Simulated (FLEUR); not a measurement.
KTaO3: equation of state with Wu-Cohen GGA

Crystal: KTaO3.

```
Ta K O
1.0
     3.98830    0.00000    0.00000
     0.00000    3.98830    0.00000
     0.00000    0.00000    3.98830
Ta K O
1 1 3
Direct
  0.00000 0.00000 0.00000
  0.50000 0.50000 0.50000
  0.00000 0.00000 0.50000
  0.00000 0.50000 0.00000
  0.50000 0.00000 0.00000
```

* Program: FLEUR MaX-R8.1 (later development tree)
* Task: equation of state
* Functional: Wu-Cohen GGA
* Potentials or basis: all-electron
* Basis: FLAPW
* Kmax: 5.58 1/bohr
* k mesh: 7 × 7 × 7
* Occupations: fermi-dirac, width 0.05 eV
* Spin: no spin polarisation

* Equilibrium volume: 12.68 Å³/atom
* Bulk modulus: 201 GPa
* Pressure derivative of the bulk modulus: 4.5 (rough: it moves with the points fitted)

Energy against volume, from the lowest point:
```csv
volume (Å³/atom),energy (meV/atom)
11.927,31.51
12.180,13.34
12.688,0.00
13.196,12.13
13.449,26.19
```

Caveat: the cutoff is high for the widest sphere, where the basis turns nearly dependent and energies can drift low. Spin-orbit coupling is left out, which matters for the levels of Ta.
